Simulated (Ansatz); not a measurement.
# LiBr: lattice vibrations

Aim: phonons by finite displacements on a 2×2×2 mesh of wavevectors, at three volumes, and the mode Grüneisen parameters. Runs: cell and atoms relaxed (PAW); reference run (PAW); volume scaled by 0.970 (PAW); volume scaled by 1.030 (PAW); mode Grüneisen parameters (PAW); linear response at the zone centre with the field response (PAW).

Program: Ansatz 0.2.0. Level of theory: DFT PBEsol, frozen-core PAW, scalar-relativistic unless said. These are calculated values, not measurements.

1 further run of the same task is left out (set aside as unsound or not needed). Runs told in other sessions of the task aren't counted.

## Step 1: Starting point

It takes space group Fm-3m (No. 225, cubic). Conventional cell: a = 5.501 Å, b = 5.501 Å, c = 5.501 Å, α = 90.00°, β = 90.00°, γ = 90.00°. Around Li (site symmetry m-3m) lie 6 Br at 2.75 Å. Br (site symmetry m-3m) has 6 Li at 2.75 Å in its first shell of neighbours.

Structure file:

```cif
data_structure
_symmetry_space_group_name_H-M 'P 1'
_symmetry_Int_Tables_number 1
_cell_length_a 3.8900
_cell_length_b 3.8900
_cell_length_c 3.8900
_cell_angle_alpha 60.000
_cell_angle_beta 60.000
_cell_angle_gamma 60.000
_cell_volume 41.62
loop_
_atom_site_label
_atom_site_type_symbol
_atom_site_fract_x
_atom_site_fract_y
_atom_site_fract_z
_atom_site_occupancy
Li1 Li 0.00000 0.00000 0.00000 1
Br1 Br 0.50000 0.50000 0.50000 1
```

Cartesian axes are those of the input's lattice vectors. The structure goes back to a database entry.

## Step 2: Cell and atoms relaxed, PAW

input.yaml reads:

```yaml
crystal:
  lattice:
    - [0.0, 2.75065, 2.75065]
    - [2.75065, 0.0, 2.75065]
    - [2.75065, 2.75065, 0.0]
  atoms:
    - { symbol: Li, position: [0.0, 0.0, 0.0] }
    - { symbol: Br, position: [0.5, 0.5, 0.5] }
kpoints:
  mp_grid: { grid: [10, 10, 10] }
scf:
  occupations: { method: fermi_dirac, width: 0.1 }
hamiltonian:
  xc: pbesol
  pseudopotentials: { kind: paw }
relax:
  f_tol: 0.002
  max_steps: 80
  cell: {}
output:
  forces: true
  stress: true
```

Launch:

```sh
$ ansatz run input.yaml --threads 1 --pin off --max-ram 3072MiB --backend cpu --events-out ev --progress --plain --runs-dir out
```

## Step 3: Reference run, PAW

input.yaml reads:

```yaml
crystal:
  lattice:
    - [0.0, 2.70612997583, 2.70612997583]
    - [2.70612997583, 0.0, 2.70612997583]
    - [2.70612997583, 2.70612997583, 0.0]
  atoms:
    - { symbol: Li, position: [0.0, 0.0, 0.0] }
    - { symbol: Br, position: [0.5, 0.5, 0.5] }
kpoints:
  mp_grid: { grid: [6, 6, 6] }
scf:
  occupations: { method: fixed }
hamiltonian:
  xc: pbesol
  pseudopotentials: { kind: paw }
phonons:
  qmesh: [2, 2, 2]
  qpath:
    path:
      - [0.0, 0.0, 0.0]
      - [0.5, 0.0, 0.5]
      - [0.625, 0.25, 0.625]
      - [0.375, 0.375, 0.75]
      - [0.0, 0.0, 0.0]
      - [0.5, 0.5, 0.5]
      - [0.5, 0.25, 0.75]
      - [0.5, 0.0, 0.5]
    npoints: 6
  temperatures: { t_min: 0, t_max: 1000, t_step: 100 }
```

## Step 4: Volume scaled by 0.970, PAW

input.yaml: that of step 3 with these lines changed.

```diff
@@ -2,5 +2,5 @@
   lattice:
-    - [0.0, 2.70612997583, 2.70612997583]
-    - [2.70612997583, 0.0, 2.70612997583]
-    - [2.70612997583, 2.70612997583, 0.0]
+    - [0.0, 2.67879346062, 2.67879346062]
+    - [2.67879346062, 0.0, 2.67879346062]
+    - [2.67879346062, 2.67879346062, 0.0]
   atoms:
```

## Step 5: Volume scaled by 1.030, PAW

input.yaml: that of step 4 with these lines changed.

```diff
@@ -2,5 +2,5 @@
   lattice:
-    - [0.0, 2.67879346062, 2.67879346062]
-    - [2.67879346062, 0.0, 2.67879346062]
-    - [2.67879346062, 2.67879346062, 0.0]
+    - [0.0, 2.73292508454, 2.73292508454]
+    - [2.73292508454, 0.0, 2.73292508454]
+    - [2.73292508454, 2.73292508454, 0.0]
   atoms:
```

## Step 7: Linear response at the zone centre with the field response, PAW

input.yaml reads:

```yaml
crystal:
  lattice:
    - [0.0, 2.70612997583, 2.70612997583]
    - [2.70612997583, 0.0, 2.70612997583]
    - [2.70612997583, 2.70612997583, 0.0]
  atoms:
    - { symbol: Li, position: [0.0, 0.0, 0.0] }
    - { symbol: Br, position: [0.5, 0.5, 0.5] }
kpoints:
  mp_grid: { grid: [6, 6, 6] }
scf:
  occupations: { method: fixed }
hamiltonian:
  xc: pbesol
  pseudopotentials: { kind: paw }
phonons:
  method: dfpt
  dielectric: true
  rigid_motions: translations
```

(Steps that only read results are left out.)

Before running it: what results should come out? Wanted: highest mode on the mesh, without the LO shift; optical modes at Γ; ε∞.

**Answer**, as computed:

| quantity | value |
| --- | --- |
| highest mode on the mesh, without the LO shift (PAW) | 362 cm⁻¹ |
| optical modes at Γ | 179 (T1u) cm⁻¹ |
| mean Grüneisen parameter at 300 K (PAW) | 2.07 |
| ε∞ | 3.55, 3.55, 3.55 |

No mode on the mesh is unstable; the highest lies at 362 cm⁻¹ by PAW. Weighted by heat capacity at 300 K the mean Grüneisen parameter of the sampled modes is 2.07, which points to expansion on heating. With the field of the polar modes, the highest mode near Γ lies at 337 cm⁻¹. Each set of modes is computed in the harmonic approximation. Cautions: frozen-core PAW files fitted under PBE, their cores solved anew for the functional of the run.
